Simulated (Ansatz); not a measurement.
Trial structure of Pt, not yet relaxed:

```
Pt
1.0
     2.47330    0.00000    0.00000
     0.00000    2.47330    0.00000
     0.00000    0.00000    2.47490
Pt
1
Cartesian
  1.2366 1.2366 1.2375
```

Theory: DFT PBE, scalar-relativistic, plane waves, PAW in Ansatz 0.2.0. Cutoff 420 eV; k points 8×8×8 on the computed 1-atom cell (Γ-centred); Gaussian smearing, width 0.10 eV; no spin polarisation.

Energies count from the standard state of Pt at the same level.

**Question.** Estimate its pressure, forces and energy as it stands.

**Answer.** The pressure is 53.7 GPa (it wants to expand), the largest force is 0.00 eV/Å (symmetry fixes the atoms), and the energy is +0.94 eV/atom against the standard state. The shortest distance is 2.47 Å.

**Question.** Is it a good guess?

**Answer.** A rough one: relaxing gains about 0.48 eV/atom (the start's value is from the coarse mesh, so the gain is rough) in 9 ionic steps and ends at +0.46 eV/atom on the finer mesh. The symmetry stays Pm-3m (No. 221). The end has the simple cubic type. The volume per atom grows by 19.4 %, from 15.1 to 18.1 Å³. The shortest distance goes from 2.47 Å (Pt–Pt) to 2.62 Å (Pt–Pt). Conventional cell: a = 2.624 Å. Pt is surrounded by 6 Pt at 2.62 Å.

The last run used a 20×20×20 mesh for its 1-atom cell and Gaussian smearing of 0.10 eV. These runs have no spin–orbit coupling, which can matter for Pt. The relaxation can't lower the symmetry of the start, and the grade says only how near the guess is to its own end. Symmetry constrained the relaxation, so the result can be a saddle point.
